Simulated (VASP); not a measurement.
# CdTe (F-43m) in VASP: G0W0 quasiparticle levels with PBE

Aim: the G0W0 quasiparticle levels of CdTe with PBE.

All numbers are computed with VASP 6.6.1; they aren't measurements. Logs are shortened: lines on timing, memory, paths and dates and some standing lists are left out, and cuts for length are marked.

## 1. Starting point

Symmetry: F-43m, No. 216, cubic system. The conventional cell has a = 6.410 Å, b = 6.410 Å, c = 6.410 Å, α = 90.00°, β = 90.00°, γ = 90.00°. Te (site symmetry -43m) is surrounded by 4 Cd at 2.78 Å. Around Cd (site symmetry -43m) lie 4 Te at 2.78 Å.

## 2. G0W0 quasiparticle levels, PBE

The input, POSCAR:

```
CdTe
1.0
    0.0000000000      3.2050000000      3.2050000000
    3.2050000000      0.0000000000      3.2050000000
    3.2050000000      3.2050000000      0.0000000000
Te Cd
1 1
Direct
    0.7500000000      0.7500000000      0.7500000000
    0.0000000000      0.0000000000      0.0000000000
```

The input, INCAR.step1:

```
PREC = Accurate
ENCUT = 450
EDIFF = 1E-8
ISMEAR = 0
SIGMA = 0.01
LREAL = False
LASPH = True
NELM = 60
ALGO = Fast
LWAVE = True
LCHARG = False
GGA = PE
```

The input, INCAR.step2:

```
PREC = Accurate
ENCUT = 450
EDIFF = 1E-8
ISMEAR = 0
SIGMA = 0.01
LREAL = False
LASPH = True
NELM = 1
ALGO = Exact
LWAVE = True
LCHARG = False
GGA = PE
NBANDS = 169
LOPTICS = True
ISTART = 1
```

The input, INCAR.step3:

```
PREC = Accurate
ENCUT = 450
EDIFF = 1E-8
ISMEAR = 0
SIGMA = 0.01
LREAL = False
LASPH = True
ALGO = EVGW0
LWAVE = False
LCHARG = False
GGA = PE
NELMGW = 1
NBANDS = 169
ENCUTGW = 150
NOMEGA = 64
PRECFOCK = Fast
ISTART = 1
NBANDSGW = 17
```

The input, KPOINTS:

```
regular mesh
0
Gamma
  4 4 4
```

Potentials or basis: VASP PAW PBE potentials, release 64 (Te_GW, Cd_GW).

Started as:

```
$ cat potpaw_PBE.64/Te_GW/POTCAR potpaw_PBE.64/Cd_GW/POTCAR > POTCAR
$ cp INCAR.step1 INCAR
$ mpirun -np 1 vasp_std > vasp.out
$ cp INCAR.step2 INCAR
$ mpirun -np 1 vasp_std > vasp.out
$ cp INCAR.step3 INCAR
$ mpirun -np 1 vasp_std > vasp.out
```

OUTCAR:

```text
PREC = Accurate
   ENCUT = 450
   EDIFF = 1E-8
   ISMEAR = 0
   LREAL = False
   LASPH = True
   GGA = PE
   NELMGW = 1
   ENCUTGW = 150
   PRECFOCK = Fast
   ISTART = 1

 ion  position               nearest neighbor table
   1  0.750  0.750  0.750-   2 2.78   2 2.78   2 2.78   2 2.78
   2  0.000  0.000  0.000-   1 2.78   1 2.78   1 2.78   1 2.78

  LATTYP: Found a face centered cubic cell.
 ALAT       =     6.4100000000

  Lattice vectors:

 A1 = (   0.0000000000,   3.2050000000,   3.2050000000)
 A2 = (   3.2050000000,   0.0000000000,   3.2050000000)
 A3 = (   3.2050000000,   3.2050000000,   0.0000000000)

Analysis of symmetry for initial positions (statically):
=====================================================================
 Subroutine PRICEL returns:
 Original cell was already a primitive cell.

 Routine SETGRP: Setting up the symmetry group for a
 face centered cubic supercell.

 Subroutine GETGRP returns: Found 24 space group operations
 (whereof 24 operations were pure point group operations)
 out of a pool of 48 trial point group operations.

The static configuration has the point symmetry T_d .

Analysis of symmetry for dynamics (positions and initial velocities):
=====================================================================
 Subroutine PRICEL returns:
 Original cell was already a primitive cell.

 Routine SETGRP: Setting up the symmetry group for a
 face centered cubic supercell.

 Subroutine GETGRP returns: Found 24 space group operations
 (whereof 24 operations were pure point group operations)
 out of a pool of 48 trial point group operations.

The dynamic configuration has the point symmetry T_d .

 Subroutine INISYM returns: Found 24 space group operations
 (whereof 24 operations are pure point group operations),
 and found     1 'primitive' translations

----------------------------------------------------------------------------------------

                                     Primitive cell

  volume of cell :      65.8437

  direct lattice vectors                    reciprocal lattice vectors
     0.000000000  3.205000000  3.205000000    -0.156006240  0.156006240  0.156006240
     3.205000000  0.000000000  3.205000000     0.156006240 -0.156006240  0.156006240
     3.205000000  3.205000000  0.000000000     0.156006240  0.156006240 -0.156006240

  length of vectors
     4.532554467  4.532554467  4.532554467     0.270210734  0.270210734  0.270210734

  position of ions in fractional coordinates (direct lattice)
     0.750000000  0.750000000  0.750000000
     0.000000000  0.000000000  0.000000000

  ion indices of the primitive-cell ions
   primitive index   ion index
                 1           1
                 2           2

----------------------------------------------------------------------------------------

 KPOINTS: regular mesh

Automatic generation of k-mesh.
 Grid dimensions read from file:
 generate k-points for:    4    4    4

 Generating k-lattice:

  Cartesian coordinates                     Fractional coordinates (reciprocal lattice)
    -0.039001560  0.039001560  0.039001560     0.250000000  0.000000000  0.000000000
     0.039001560 -0.039001560  0.039001560     0.000000000  0.250000000  0.000000000
     0.039001560  0.039001560 -0.039001560     0.000000000  0.000000000  0.250000000

  Length of vectors
     0.067552684  0.067552684  0.067552684

  Shift w.r.t. Gamma in fractional coordinates (k-lattice)
     0.000000000  0.000000000  0.000000000

 Subroutine IBZKPT returns following result:
 ===========================================

 Found      8 irreducible k-points:

 Following reciprocal coordinates:
            Coordinates               Weight
  0.000000  0.000000  0.000000      1.000000
  0.250000  0.000000  0.000000      8.000000
  0.500000  0.000000  0.000000      4.000000
  0.250000  0.250000  0.000000      6.000000
  0.500000  0.250000  0.000000     24.000000
 -0.250000  0.250000  0.000000     12.000000
  0.500000  0.500000  0.000000      3.000000
 -0.250000  0.500000  0.250000      6.000000
   k-points           NKPTS =      8   k-points in BZ     NKDIM =     64   number of bands    NBANDS=    169
   number of dos      NEDOS =    301   number of ions     NIONS =      2
   total plane-waves  NPLWV =  32768
   dimension x,y,z NGX =    32 NGY =   32 NGZ =   32
   dimension x,y,z NGXF=    64 NGYF=   64 NGZF=   64
   ions per type =               1   1
   NGX,Y,Z   is equivalent  to a cutoff of  11.74, 11.74, 11.74 a.u.
   NGXF,Y,Z  is equivalent  to a cutoff of  23.47, 23.47, 23.47 a.u.
 SYSTEM =  unknown system
   PREC   = accura    normal or accurate (medium, high low for compatibility)
   ISTART =      1    job   : 0-new  1-cont  2-samecut
   ICHARG =      0    charge: 1-file 2-atom 10-const
   ISPIN  =      1    spin polarized calculation?
   LNONCOLLINEAR =      F non collinear calculations
   LSORBIT =      F    spin-orbit coupling
   LASPH  =      T    aspherical Exc in radial PAW
   ENCUT  =  450.0 eV  33.07 Ry    5.75 a.u.   7.84  7.84  7.84*2*pi/ulx,y,z
   NELM   =     60;   NELMIN=  2; NELMDL=  0     # of ELM steps
   EDIFF  = 0.1E-07   stopping-criterion for ELM
   LREAL  =      F    real-space projection
   EDIFFG = 0.1E-06   stopping-criterion for IOM
   NSW    =      0    number of steps for IOM
   IBRION =     -1    ionic relax: 0-MD 1-quasi-New 2-CG
   NFREE  =      0    steps in history (QN), initial steepest desc. (CG)
   ISIF   =      0    stress and relaxation
   ISYM   =      3    0-nonsym 1-usesym 2-fastsym
   POTIM  = 0.5000    time-step for ionic-motion
   TEBEG  =    0.0;   TEEND  =   0.0 temperature during run
   PSTRESS=    0.0 pullay stress
   NELECT =      18.0000    total number of electrons
   NUPDOWN=      -1.0000    fix difference up-down
   EMIN   =  10.00;   EMAX   =-10.00  energy-range for DOS
   EFERMI =   0.00;   METHOD = LEGACY
   ISMEAR =     0;   SIGMA  =   0.01  broadening in eV -4-tet -1-fermi 0-gaus
   EFERMI_NEDOS =   21; number of points for ismear=-14 and -15
   IALGO  =     38    algorithm
   IMIX   =      4    mixing-type and parameters
     AMIX     =   0.40;   BMIX     =  1.00
     AMIX_MAG =   1.60;   BMIX_MAG =  1.00
  volume/ion in A,a.u.               =      32.92       222.17
  Fermi-wavevector in a.u.,A,eV,Ry     =   1.062497  2.007828 15.359610  1.128899
  Thomas-Fermi vector in A             =   2.197950
   LORBIT       =      0    0 simple, 1 ext, 2 COOP (PROOUT), +10 PAW based schemes
   GGA     = PE    functional components
   LHFCALC =     T    Hartree Fock is set to
   PRECFOCK=fast      Normal, Fast or Accurate (Low or Medium for compatibility)
   ENCUT4O =  -1.0   cutoff for four orbital integrals eV
   NKREDX  =     1    reduce k-point grid by
   NKREDY  =     1    reduce k-point grid by
   NKREDZ  =     1    reduce k-point grid by
   AEXX    =    1.0000 exact exchange contribution
   HFSCREEN=    0.0000 screening length (either q_TF or 0.3 A-1)
   HFSCREENC=   0.0000 screening length for correlation (either q_TF or 0.3 A-1)
   ENCUTFOCK=  -1.0 apply spherical cutoff to Coloumb kernel
   IVDW    =     0    specifies the selected vdW correction
   LEPSILON=     F    determine dielectric tensor
   LRPA    =     F    only Hartree local field effects (RPA)
   LRPAFORCE           =     F    calculate RPA forces
   ENCUTGW             = 150.0    cutoff for response function in eV
   ENCUTGWSOFT         = 120.0    soft cutoff for Coulomb kernel in GW response function in eV
   ENCUTLF             =  -1.0    cutoff for local field effects
   NELMGW              =     1    number of iterations in solving QP/BSE equation
   NELMHF              =     1    number of iterations in the inner HF iteration
   NKREDLFX            =     1    NKREDLFY  =   1   NKREDLFZ  =   1
 non-spin polarized calculation
 Gauss-broadening in eV      SIGMA  =   0.01
  energy-cutoff  :      450.00
  volume of cell :       65.84
 maximum number of plane-waves:      1458
  NGX = 18; NGY = 18; NGZ = 18
   NGX = 15   NGY = 15   NGZ = 15
 maximum number of plane-waves:       290

 QP shifts <psi_nk| G(iteration)W_0 |psi_nk>: iteration 1
 for sc-GW calculations column KS-energies equals QP-energies in previous step
 and V_xc(KS)=  KS-energies - (<T + V_ion + V_H > + <T+V_H+V_ion>^1  + <V_x>^1)

 k-point   1 :       0.0000    0.0000    0.0000
  band No.  KS-energies  QP-energies   sigma(KS)   V_xc(KS)     V^pw_x(r,r')   Z            occupation Imag(sigma)

      1      -7.6800      -8.0464     -11.5292     -10.9317     -17.3192       0.6133       2.0000       0.8362
      2      -4.7574      -6.3748     -17.6098     -15.2305     -22.9465       0.6798       2.0000       0.3081
      3      -4.7574      -6.3748     -17.6098     -15.2305     -22.9465       0.6798       2.0000       0.3081
      4      -4.7574      -6.3748     -17.6098     -15.2305     -22.9465       0.6798       2.0000       0.3081
      5      -4.4741      -6.1655     -17.9569     -15.4979     -23.2127       0.6879       2.0000       0.2712
      6      -4.4741      -6.1655     -17.9569     -15.4979     -23.2127       0.6879       2.0000       0.2712
[... 9 lines left out ...]
     16      13.2006      13.2846      -8.9377      -9.0524      -4.0488       0.7316       0.0000      -0.2104
     17      13.7493      13.6183      -7.1170      -6.9376      -2.0256       0.7305       0.0000      -0.2752

 k-point   2 :       0.2500    0.0000    0.0000
  band No.  KS-energies  QP-energies   sigma(KS)   V_xc(KS)     V^pw_x(r,r')   Z            occupation Imag(sigma)

      1      -7.4643      -7.8905     -11.9310     -11.2581     -17.6117       0.6334       2.0000       0.8212
      2      -4.7184      -6.3439     -17.6655     -15.2793     -22.9989       0.6812       2.0000       0.3069
      3      -4.7184      -6.3439     -17.6655     -15.2793     -22.9989       0.6812       2.0000       0.3069
      4      -4.5478      -6.1204     -17.3098     -15.0171     -22.5697       0.6859       2.0000       0.3255
      5      -4.4746      -6.1622     -17.9536     -15.4970     -23.2142       0.6869       2.0000       0.2718
      6      -4.4746      -6.1622     -17.9536     -15.4970     -23.2142       0.6869       2.0000       0.2718
[... 9 lines left out ...]
     16      12.1819      12.1605      -8.2183      -8.1894      -3.4865       0.7393       0.0000      -0.1804
     17      14.6799      14.6687      -8.2005      -8.1853      -2.7172       0.7360       0.0000      -0.3739

 k-point   3 :       0.5000    0.0000    0.0000
  band No.  KS-energies  QP-energies   sigma(KS)   V_xc(KS)     V^pw_x(r,r')   Z            occupation Imag(sigma)
[... 85 lines left out ...]
      1      -7.1226      -7.6734     -12.8291     -11.9928     -18.3942       0.6586       2.0000       0.7644
      2      -4.5931      -6.2439     -17.6062     -15.1968     -22.8539       0.6852       2.0000       0.2879
      3      -4.5776      -6.2362     -17.9083     -15.4916     -23.2381       0.6863       2.0000       0.3008
      4      -4.5776      -6.2362     -17.9083     -15.4916     -23.2381       0.6863       2.0000       0.3008
      5      -4.4407      -6.1337     -18.0055     -15.5490     -23.2749       0.6892       2.0000       0.2697
      6      -3.9354      -5.3607     -16.9724     -14.9052     -22.0542       0.6895       2.0000       0.3370
[... 9 lines left out ...]
     16      15.4727      15.5278      -8.9666      -9.0414      -3.6431       0.7358       0.0000      -0.4104
     17      15.4727      15.5278      -8.9666      -9.0414      -3.6431       0.7358       0.0000      -0.4104

 k-point   8 :      -0.2500    0.5000    0.2500
  band No.  KS-energies  QP-energies   sigma(KS)   V_xc(KS)     V^pw_x(r,r')   Z            occupation Imag(sigma)

      1      -7.1246      -7.6682     -12.8204     -11.9930     -18.3996       0.6570       2.0000       0.7602
      2      -4.6223      -6.2828     -17.8397     -15.4213     -23.1661       0.6866       2.0000       0.3008
      3      -4.6192      -6.2613     -17.7338     -15.3371     -23.0424       0.6852       2.0000       0.3009
      4      -4.5062      -6.1887     -17.9228     -15.4732     -23.1983       0.6869       2.0000       0.2799
      5      -4.4748      -6.1523     -17.9217     -15.4746     -23.1857       0.6855       2.0000       0.2732
      6      -3.8425      -5.2719     -17.1546     -15.0864     -22.2402       0.6911       2.0000       0.3326
[... 9 lines left out ...]
     16      15.0969      15.2779      -9.6709      -9.9168      -4.1505       0.7363       0.0000      -0.4564
     17      15.3764      15.5885      -8.9488      -9.2419      -3.4224       0.7234       0.0000      -0.4124
```

Wall time 4.7 min (1 thread of AMD EPYC 9R45 (Zen 5), shared host); peak memory 0.62 GiB.

Results:

```yaml
Band_gap_on_the_k_mesh_mean-field_level: 0.86 eV, direct
Quasiparticle_gap: 1.62 eV
Least_direct_quasiparticle_gap: 1.62 eV
```

Caveat: the k mesh is coarse (spacing up to 0.42 Å⁻¹), so the values aren't converged; bands, screening cutoff and mesh are small and nothing is extrapolated, so the quasiparticle values aren't converged; spin-orbit coupling is left out, which moves the levels of the heavy elements.
